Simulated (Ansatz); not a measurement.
# ZrC: a tetragonal deformation path

An exercise on one series of results from a longer session: the logs are not shown, and one member is left open.

Method: DFT PBE, scalar-relativistic, plane waves, PAW, in Ansatz 0.2.0.

## The structure to begin with

The structure is cubic, space group Fm-3m (No. 225). Conventional cell: a = 4.700 Å, b = 4.700 Å, c = 4.700 Å, α = 90.00°, β = 90.00°, γ = 90.00°. Around Zr (site symmetry m-3m) lie 6 C at 2.35 Å. C (site symmetry m-3m) has 6 Zr at 2.35 Å in its first shell of neighbours.

As a file:

```
Zr C
1.0
     0.00000    2.35021    2.35021
     2.35021    0.00000    2.35021
     2.35021    2.35021    0.00000
Zr C
1 1
Direct
  0.50000 0.50000 0.50000
  0.00000 0.00000 0.00000
```

No relaxation comes first: the listed cell is the starting point.

## Zero of energy

Reference values: F = -4436.4970 eV; pressure 1.20 GPa; largest force 0.000 eV/Å; gap on the mesh none (metal). It was computed beforehand with the settings of the runs below.

The first run:

At fixed volume and fractional coordinates, lengths along (0.000, 0.000, 1.000) are scaled against those across it; ρ is that ratio over its starting value.

input.yaml

```yaml
crystal:
  lattice:
    - [0.0, 2.6381543344, 1.8651751144]
    - [2.6381543344, 0.0, 1.8651751144]
    - [2.6381543344, 2.6381543344, 0.0]
  atoms:
    - { symbol: Zr, position: [0.5, 0.5, 0.5] }
    - { symbol: C, position: [0.0, 0.0, 0.0] }
basis:
  ecutwfc: 420
kpoints:
  mp_grid: { grid: [20, 20, 20] }
hamiltonian:
  xc: pbe
scf:
  occupations: { method: gaussian, width: 0.15 }
output:
  forces: true
  stress: true
  eigenvalues: true
```

Launch:

```bash
ansatz run input.yaml --threads 1 --pin off --max-ram 2560MiB --backend cpu --events-out ev --progress --plain --runs-dir out
```

Among the steps run: ρ = 0.707; Point ρ = 1.414; Point ρ = 0.850; ρ = 1.200; ρ = 0.780; At ρ = 1.300; At ρ = 0.920; At ρ = 1.100; ρ = 0.650; ρ = 1.500; At ρ = 0.960; ρ = 1.050.

One table of the session follows, with a row left open; its other results are not shown here.

| ρ | ΔE (meV/atom) | pressure (GPa) |
| --- | --- | --- |
| 0.650 | 2581.4 | 64.6 |
| 0.707 | 1637.6 | 45.2 |
| 0.780 | 793.0 | 26.6 |
| 0.850 | 308.9 | 12.6 |
| 0.920 | 74.2 | 4.2 |
| 0.960 | 17.0 | 1.9 |
| 1.000 | 0.0 | 1.2 |
| 1.050 | 22.5 | 2.2 |
| 1.100 | 83.2 | 5.0 |
| 1.200 | 293.8 | 14.9 |
| 1.300 | 601.6 | 28.9 |
| 1.414 | ? | ? |
| 1.500 | 1431.9 | 62.8 |

Q: Estimate the row for ρ = 1.414 from the others.

Worked estimate for «ΔE (meV/atom)». A straight line through the neighbours (1.300, 601.6) and (1.500, 1431.9) gives 601.6 + (1431.9 − 601.6) × (1.414 − 1.300) / (1.500 − 1.300) = 1074.9; a parabola fitted to 3 rows on both sides gives 1039.8.

**Answer.** ΔE (meV/atom): 1044.9; pressure (GPa): 47.7. In «ΔE (meV/atom)» the line misses by +30.0 and the parabola by -5.1.
